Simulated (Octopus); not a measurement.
# TiAl3 (Pm-3m) in Octopus: equation of state

How stiff is TiAl3 in PBEsol, and what volume does it want? The cell is scaled to several volumes.

Everything below comes from runs of Octopus 16.4. Logs are shortened: lines on timing, memory, paths and dates and some standing lists are left out, and cuts for length are marked.

### 1 The crystal as given

Symmetry: Pm-3m, No. 221, cubic system. The conventional cell has a = 3.956 Å, b = 3.956 Å, c = 3.956 Å, α = 90.00°, β = 90.00°, γ = 90.00°. Ti (site symmetry m-3m) has 12 Al at 2.80 Å as nearest neighbours. Al (site symmetry 4/mmm) has 4 Ti at 2.80 Å and 8 Al at 2.80 Å as nearest neighbours.

The cell comes from a database or a generator and needn't be the stable form of this composition.

### 2 Equation of state, PBEsol, 15.47 Å³/atom

Input file inp:

```
CalculationMode = gs
UnitsOutput = eV_Angstrom
PeriodicDimensions = 3
ExperimentalFeatures = yes
PseudopotentialSet = pseudodojo_pbesol
%LatticeParameters
 1*angstrom | 1*angstrom | 1*angstrom
%
%LatticeVectors
 3.95567125 | 0 | 0
 0 | 3.95567125 | 0
 0 | 0 | 3.95567125
%
%ReducedCoordinates
 "Ti" | 0 | 0 | 0
 "Al" | 0 | 0.5 | 0.5
 "Al" | 0.5 | 0 | 0.5
 "Al" | 0.5 | 0.5 | 0
%
%Spacing
 0.11634327*angstrom | 0.11634327*angstrom | 0.11634327*angstrom
%
DerivativesOrder = 8
%KPointsGrid
 7 | 7 | 7
%
KPointsUseSymmetries = yes
XCFunctional = gga_x_pbe_sol + gga_c_pbe_sol
SmearingFunction = fermi_dirac
Smearing = 0.05*eV
ExtraStates = 10
Eigensolver = chebyshev_filter
ConvRelDens = 3e-7
MaximumIter = 120
```

Potentials or basis: pseudodojo_pbesol (PseudoDojo 0.4, PBEsol).

Launch:

```bash
> OMP_NUM_THREADS=1 octopus > out.log
```

out.log:

```text
Running octopus

Version                : 16.4
Optional libraries     :

************************** Calculation Mode **************************
Input: [CalculationMode = gs]
**********************************************************************

Input: [SpinComponents = unpolarized]

******************************* Space ********************************
Octopus will run in 3 dimension(s).
Octopus will treat the system as periodic in 3 dimension(s).
**********************************************************************

Input: [AllElectronType = no]
Input: [PseudopotentialSet = pseudodojo_pbesol]
Reading Coordinates from ReducedCoordinates block

****************************** Species *******************************
  Species 'Ti'
    type             : pseudopotential
    file             : 'Ti.upf'
    file format      : UPF2
    valence charge   : 12.0
    atomic number    :  22
    form on file     : kleinman-bylander
    lmax             : 2
    llocal           : -1
    projectors per l : 2
    total projectors : 6
    application form : kleinman-bylander
    orbitals         : 10
    bound orbitals   : 10

  Species 'Al'
    type             : pseudopotential
    file             : 'Al.upf'
    file format      : UPF2
    valence charge   : 3.0
    atomic number    :  13
    form on file     : kleinman-bylander
    lmax             : 2
    llocal           : -1
    projectors per l : 2
    total projectors : 6
    application form : kleinman-bylander
    orbitals         :  4
    bound orbitals   :  4

**********************************************************************

***************************** Symmetries *****************************
Space group No.  221
International: Pm-3m
Schoenflies: Oh^1
Info: The system has    48 symmorphic symmetries that can be used.
  Index                Rotation matrix                      Fractional translations
    1 :     1   0   0     0   1   0     0   0   1      0.000000    0.000000    0.000000
    2 :    -1   0   0     0  -1   0     0   0  -1      0.000000    0.000000    0.000000
    3 :     0   1   0    -1   0   0     0   0   1      0.000000    0.000000    0.000000
    4 :     0  -1   0     1   0   0     0   0  -1      0.000000    0.000000    0.000000
    5 :    -1   0   0     0  -1   0     0   0   1      0.000000    0.000000    0.000000
    6 :     1   0   0     0   1   0     0   0  -1      0.000000    0.000000    0.000000
[... 40 lines left out ...]
   47 :     1   0   0     0   0   1     0  -1   0      0.000000    0.000000    0.000000
   48 :    -1   0   0     0   0  -1     0   1   0      0.000000    0.000000    0.000000
Info: The system also has     0 nonsymmorphic symmetries (not used for electrons).
**********************************************************************

Input: [CurvMethod = curv_affine]
Input: [DerivativesStencil = stencil_star]

****************************** Lattice *******************************
  Lattice Vectors [A]
    3.955671    0.000000    0.000000
    0.000000    3.955671    0.000000
    0.000000    0.000000    3.955671
  Cell volume =            61.8957 [A^3]
  Reciprocal-Lattice Vectors [A^-1]
    1.588399    0.000000    0.000000
    0.000000    1.588399    0.000000
    0.000000    0.000000    1.588399
  Cell angles [degree]
    alpha =   90.000
    beta  =   90.000
[... 116 lines left out ...]
**   Unable to read wavefunctions.
**   Starting from scratch!

**************************** Eigensolver *****************************
Input: [Eigensolver = chebyshev_filter]
Input: [SubspaceDiagonalization = standard]
**********************************************************************

Input: [MixField = potential] (what to mix during SCF cycles)
Input: [MixingScheme = broyden]
Info: Mixing uses    4 steps and restarts after   20 steps.
Input: [LCAOStart = lcao_states]
Input: [LCAOScaleFactor = 1.000]
Input: [LCAOMaximumOrbitalRadius = 10.58 A]
Info: Unnormalized total charge =     21.021193
Info: Renormalized total charge =     21.000000

** Warning:
**   Symmetrization discrepancy ratio (scalar) =  3.64696E-05

Info: Setting up Hamiltonian.
Info: Performing initial LCAO calculation with     22 orbitals.
Info: Getting Hamiltonian matrix elements.

Eigenvalues [eV]
 #st  Spin   Eigenvalue      Occupation
#k =       1, k = (  0.000000,  0.000000,  0.000000)
   1   --   -49.574802       2.000000
   2   --   -26.028282       2.000000
   3   --   -26.028282       2.000000
   4   --   -26.028282       2.000000
   5   --    -3.465369       2.000000
   6   --     4.577313       2.000000
[... 13 lines left out ...]
  20   --    17.828522       0.000000
  21   --    17.828522       0.000000
#k =       2, k = (  0.142857,  0.000000,  0.000000)
   1   --   -49.521770       2.000000
   2   --   -26.012332       2.000000
   3   --   -26.012332       2.000000
   4   --   -25.963016       2.000000
   5   --    -3.258452       2.000000
   6   --     3.408679       2.000000
[... 13 lines left out ...]
  20   --    17.996062       0.000000
  21   --    17.996062       0.000000
[... 18 further k-points ...]
Fermi energy =    10.221757 eV
Info: Ground-state restart information will be written to 'restart/gs'.
Info: SCF using complex wavefunctions.
Info: Starting SCF iteration.

** Warning:
**   Symmetrization discrepancy ratio (scalar) =  3.92022E-02

*********************** SCF CYCLE ITER #    1 ************************
 etot  = -1.81794492E+03 abs_ev   =  2.96E+01 rel_ev   =  1.37E-01
 ediff =        6.68E+01 abs_dens =  1.60E+00 rel_dens =  7.62E-02
Matrix vector products: 500
Converged eigenvectors: 0

#  State  KPoint  Eigenvalue [eV]  Occupation    Error
      1       1      -49.577465    2.000000   ( 1.6E-05)
      1       2      -49.577299    2.000000   ( 1.4E-05)
      1       3      -49.577135    2.000000   ( 8.8E-06)
      1       4      -49.576973    2.000000   ( 8.4E-06)
      1       5      -49.576927    2.000000   ( 6.6E-06)
      1       6      -49.576767    2.000000   ( 4.7E-06)
      1       9      -49.576628    2.000000   ( 4.8E-06)
      1       7      -49.576609    2.000000   ( 4.5E-06)
[... 23 lines left out ...]
     21      12       22.592569    0.000000   ( 8.3E+00)
     21      11       24.274732    0.000000   ( 8.8E+00)
     21       4       25.760764    0.000000   ( 1.1E+01)
     21       6       31.008572    0.000000   ( 1.2E+01)
     21       2       32.650492    0.000000   ( 1.4E+01)
     21       9       33.122561    0.000000   ( 1.3E+01)
     21       7       34.309196    0.000000   ( 1.3E+01)
     21       5       52.222293    0.000000   ( 1.8E+01)

Density of states:

----------------%-----------------------------------------------------
----------------%-----------------------------------------------------
----------------%----------------------%------------------------------
----------------%----------------------%------------------------------
----------------%----------------------%------------------------------
----------------%--------------------%-%%%----------------------------
----------------%-------------------%%%%%%%%--------------------------
%---------------%------------------%%%%%%%%%-%------------------------
%---------------%----------------%%%%%%%%%%%%%------------------------
%---------------%---------------%%%%%%%%%%%%%%%-----------------------
                                      ^

Fermi energy =     7.126436 eV

**********************************************************************

*********************** SCF CYCLE ITER #    2 ************************
 etot  = -1.78513982E+03 abs_ev   =  3.94E+00 rel_ev   =  1.85E-02
 ediff =        1.21E+00 abs_dens =  5.92E-01 rel_dens =  2.82E-02
Matrix vector products: 500
Converged eigenvectors: 0
[... 219 lines left out ...]
Fermi energy =     7.103455 eV

**********************************************************************

Info: restarting mixing.

*********************** SCF CYCLE ITER #   21 ************************
 etot  = -1.80457343E+03 abs_ev   =  1.70E-04 rel_ev   =  7.82E-07
 ediff =        4.23E-05 abs_dens =  1.96E-05 rel_dens =  9.34E-07
Matrix vector products: 500
Converged eigenvectors: 0
[... 91 lines left out ...]
*********************** SCF CYCLE ITER #   29 ************************
 etot  = -1.80458999E+03 abs_ev   =  1.81E-06 rel_ev   =  8.30E-09
 ediff =        1.43E-07 abs_dens =  1.23E-07 rel_dens =  5.85E-09
Matrix vector products: 500
Converged eigenvectors: 103

#  State  KPoint  Eigenvalue [eV]  Occupation    Error
      1       1      -49.681437    2.000000   ( 1.0E-08)
      1       2      -49.681278    2.000000   ( 1.0E-08)
      1       3      -49.681120    2.000000   ( 1.0E-08)
      1       4      -49.680964    2.000000   ( 1.1E-08)
      1       5      -49.680920    2.000000   ( 1.1E-08)
      1       6      -49.680766    2.000000   ( 1.0E-08)
      1       9      -49.680633    2.000000   ( 1.0E-08)
      1       7      -49.680614    2.000000   ( 1.0E-08)
[... 23 lines left out ...]
     20      13       17.028675    0.000000   ( 6.7E-03)
     21      13       17.028675    0.000000   ( 6.7E-03)
     19      20       17.154424    0.000000   ( 1.2E-04)
     21      17       18.484857    0.000000   ( 2.4E-03)
     20      20       18.555190    0.000000   ( 6.8E-03)
     21      20       18.555190    0.000000   ( 6.8E-03)
     21      18       18.606583    0.000000   ( 3.6E-03)
     21      19       18.749051    0.000000   ( 4.2E-03)

Density of states:

------------------------%---------------------------------------------
------------------------%---------------------------------------------
------------------------%---------------------------------------------
------------------------%---------------------------------------------
------------------------%---------------------------------%-----------
------------------------%---------------------------------%----%------
------------------------%------------------------------%--%%%%-%------
%-----------------------%-----------------------------%%%%%%%%-%%-----
%-----------------------%-------------------------%%%%%%%%%%%%%%%%%---
%-----------------------%----------------------%%%%%%%%%%%%%%%%%%%%%-%
                                                         ^

Fermi energy =     7.103344 eV

**********************************************************************

Info: SCF converged in   29 iterations

** Warning:
**   Some of the states are not fully converged!

Info: Number of matrix-vector products:      14500
Info: Finished writing information to 'restart/gs'.

Octopus emitted 32 warnings.
```

Wall time 7.3 min (1 thread of Arm Neoverse V2, shared host); peak memory 0.8 GiB.

What came out:

- Free energy: -1804.6140 eV
- Band gap on the k mesh: none (metal or under the smearing width)

### 3 Equation of state, PBEsol, 15.16 Å³/atom (volume scaled by 0.98)

Edit inp of step 2 so:

```diff
@@ -9,5 +9,5 @@
 %LatticeVectors
- 3.95567125 | 0 | 0
- 0 | 3.95567125 | 0
- 0 | 0 | 3.95567125
+ 3.9291223209 | 0 | 0
+ 0 | 3.9291223209 | 0
+ 0 | 0 | 3.9291223209
 %
@@ -20,3 +20,3 @@
 %Spacing
- 0.11634327*angstrom | 0.11634327*angstrom | 0.11634327*angstrom
+ 0.11556242*angstrom | 0.11556242*angstrom | 0.11556242*angstrom
 %
@@ -34 +34,6 @@
 MaximumIter = 120
+%Output
+ density | cube
+ elf | cube
+ potential | cube
+%
```

Potentials or basis: pseudodojo_pbesol (PseudoDojo 0.4, PBEsol).

Launch:

```bash
> OMP_NUM_THREADS=1 octopus > out.log
```

Run time: 6.5 min. Hardware: 1 thread of Arm Neoverse V2, shared host; peak memory 0.8 GiB.

The run converged. Its results:

* Free energy: -1804.6114 eV
* Band gap on the k mesh: none (metal or under the smearing width)

### 4 Equation of state, PBEsol, 15.78 Å³/atom (volume scaled by 1.02)

Edit inp of step 3 so:

```diff
@@ -9,5 +9,5 @@
 %LatticeVectors
- 3.9291223209 | 0 | 0
- 0 | 3.9291223209 | 0
- 0 | 0 | 3.9291223209
+ 3.9818685118 | 0 | 0
+ 0 | 3.9818685118 | 0
+ 0 | 0 | 3.9818685118
 %
@@ -20,3 +20,3 @@
 %Spacing
- 0.11556242*angstrom | 0.11556242*angstrom | 0.11556242*angstrom
+ 0.11711378*angstrom | 0.11711378*angstrom | 0.11711378*angstrom
 %
@@ -34,6 +34 @@
 MaximumIter = 120
-%Output
- density | cube
- elf | cube
- potential | cube
-%
```

Launch:

```bash
> OMP_NUM_THREADS=1 octopus > out.log
```

Wall time 5.7 min (1 thread of Arm Neoverse V2, shared host); peak memory 0.8 GiB.

The run converged. Its results:

```yaml
Free_energy: -1804.5988 eV
Band_gap_on_the_k_mesh: none (metal or under the smearing width)
```

### 5 Equation of state, PBEsol, 14.85 Å³/atom (volume scaled by 0.96)

Edit inp of step 4 so:

```diff
@@ -9,5 +9,5 @@
 %LatticeVectors
- 3.9818685118 | 0 | 0
- 0 | 3.9818685118 | 0
- 0 | 0 | 3.9818685118
+ 3.9022096795 | 0 | 0
+ 0 | 3.9022096795 | 0
+ 0 | 0 | 3.9022096795
 %
@@ -20,3 +20,3 @@
 %Spacing
- 0.11711378*angstrom | 0.11711378*angstrom | 0.11711378*angstrom
+ 0.11477087*angstrom | 0.11477087*angstrom | 0.11477087*angstrom
 %
```

Launch:

```bash
> OMP_NUM_THREADS=1 octopus > out.log
```

It took 6.8 min on 1 thread of Arm Neoverse V2, shared host; peak memory 0.81 GiB.

Results (log left out):

* Free energy: -1804.5907 eV
* Band gap on the k mesh: none (metal or under the smearing width)

### 6 Equation of state, PBEsol, 16.09 Å³/atom (volume scaled by 1.04)

Edit inp of step 5 so:

```diff
@@ -9,5 +9,5 @@
 %LatticeVectors
- 3.9022096795 | 0 | 0
- 0 | 3.9022096795 | 0
- 0 | 0 | 3.9022096795
+ 4.0077255254 | 0 | 0
+ 0 | 4.0077255254 | 0
+ 0 | 0 | 4.0077255254
 %
@@ -20,3 +20,3 @@
 %Spacing
- 0.11477087*angstrom | 0.11477087*angstrom | 0.11477087*angstrom
+ 0.11787428*angstrom | 0.11787428*angstrom | 0.11787428*angstrom
 %
```

Potentials or basis: pseudodojo_pbesol (PseudoDojo 0.4, PBEsol).

Launch:

```bash
> OMP_NUM_THREADS=1 octopus > out.log
```

It took 6.4 min on 1 thread of Arm Neoverse V2, shared host; peak memory 0.8 GiB.

Results (log left out):

- Free energy: -1804.5696 eV
- Band gap on the k mesh: none (metal or under the smearing width)

### 7 Equation of state, PBEsol, 14.55 Å³/atom (volume scaled by 0.94)

Edit inp of step 6 so:

```diff
@@ -9,5 +9,5 @@
 %LatticeVectors
- 4.0077255254 | 0 | 0
- 0 | 4.0077255254 | 0
- 0 | 0 | 4.0077255254
+ 3.8749206071 | 0 | 0
+ 0 | 3.8749206071 | 0
+ 0 | 0 | 3.8749206071
 %
@@ -20,3 +20,3 @@
 %Spacing
- 0.11787428*angstrom | 0.11787428*angstrom | 0.11787428*angstrom
+ 0.11396825*angstrom | 0.11396825*angstrom | 0.11396825*angstrom
 %
```

Launch:

```bash
> OMP_NUM_THREADS=1 octopus > out.log
```

Wall time 6.7 min (1 thread of Arm Neoverse V2, shared host); peak memory 0.81 GiB.

It converged, with:

* Free energy: -1804.5469 eV
* Band gap on the k mesh: none (metal or under the smearing width)

### 8 Equation of state, PBEsol, 16.40 Å³/atom (volume scaled by 1.06)

Edit inp of step 7 so:

```diff
@@ -9,5 +9,5 @@
 %LatticeVectors
- 3.8749206071 | 0 | 0
- 0 | 3.8749206071 | 0
- 0 | 0 | 3.8749206071
+ 4.0332531278 | 0 | 0
+ 0 | 4.0332531278 | 0
+ 0 | 0 | 4.0332531278
 %
@@ -20,3 +20,3 @@
 %Spacing
- 0.11396825*angstrom | 0.11396825*angstrom | 0.11396825*angstrom
+ 0.11862509*angstrom | 0.11862509*angstrom | 0.11862509*angstrom
 %
@@ -34 +34,6 @@
 MaximumIter = 120
+%Output
+ density | cube
+ elf | cube
+ potential | cube
+%
```

Launch:

```bash
> OMP_NUM_THREADS=1 octopus > out.log
```

Run time: 6.4 min. Hardware: 1 thread of Arm Neoverse V2, shared host; peak memory 0.8 GiB.

It converged, with:

```yaml
Free_energy: -1804.5274 eV
Band_gap_on_the_k_mesh: none (metal or under the smearing width)
```

### 9 Equation of state, PBEsol

Potentials or basis: pseudodojo_pbesol (PseudoDojo 0.4, PBEsol).

No new run: the results of the series are fitted here.

Results:

```
Equilibrium volume                      : 15.35 Å³/atom
Bulk modulus                            : 114 GPa
Pressure derivative of the bulk modulus : 5.9 (rough: it moves with the points fitted)
```

Energy against volume, from the lowest point:
| volume (Å³/atom) | energy (meV/atom) |
| --- | --- |
| 14.545 | 16.77 |
| 14.855 | 5.84 |
| 15.164 | 0.65 |
| 15.474 | 0.00 |
| 15.783 | 3.80 |
| 16.093 | 11.10 |
| 16.402 | 21.65 |

Caveat: the number of grid points is fixed, so the spacing changes with the cell, which shifts volumes and moduli.
